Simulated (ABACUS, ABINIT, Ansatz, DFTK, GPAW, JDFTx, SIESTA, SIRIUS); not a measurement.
## Na2S: 8 runs at one level of theory

```
S Na
1.0
     0.00000    3.27350    3.27350
     3.27350    0.00000    3.27350
     3.27350    3.27350    0.00000
S Na
1 2
Direct
  0.00000 0.00000 0.00000
  0.75000 0.75000 0.75000
  0.25000 0.25000 0.25000
```

Alike in all runs: task single point; functional PBEsol; k mesh 7 × 7 × 7; occupations fermi-dirac, width 0.05 eV; no spin polarisation; no spin-orbit coupling. Pressure is positive in compression and, in plane waves, holds the error of the finite cutoff.

```tsv
program and potentials	plane-wave cutoff (eV)	notes	pressure (GPa)
SIESTA, files PseudoDojo sr-pbesol-0.4.1-standard, DZP (energy shift 0.003 Ry; two zetas on semicore shells)	-	atomic basis; 8 valence electrons an atom on average	-0.20
DFTK, PseudoDojo SR PBEsol 0.4.1 standard (PBEsol)	1197	8 valence electrons an atom on average	-0.56
ABINIT, PseudoDojo NC SR PBEsol v0.4.1 standard	1197	8 valence electrons an atom on average	-0.56
ABACUS, PseudoDojo NC SR 0.4.1 PBEsol standard, plane waves	1211	8 valence electrons an atom on average	-0.57
JDFTx, PseudoDojo-SR-PBEsol-0.4.1-standard with smoothed tails	1197	8 valence electrons an atom on average	-0.56
GPAW, PAW data sets generated for this functional	800	6.67 valence electrons an atom on average	-0.52
Ansatz, all-electron LAPW, scalar-relativistic	-	-	-0.58
SIRIUS, PseudoDojo 0.4.1 PBEsol standard (scalar relativistic)	1202	8 valence electrons an atom on average	-0.56
```

The pressure spans -0.58 (Ansatz, all-electron LAPW, scalar-relativistic) to -0.20 GPa (SIESTA, files PseudoDojo sr-pbesol-0.4.1-standard, DZP (energy shift 0.003 Ry; two zetas on semicore shells)), with all-electron results at -0.58. Rows in atomic bases carry the error of their basis and grid, which can be large.

Differences between rows come from potentials, basis sets and numerical settings, since the functional is the same but for its coding. Runs on potential files found faulty are left out.
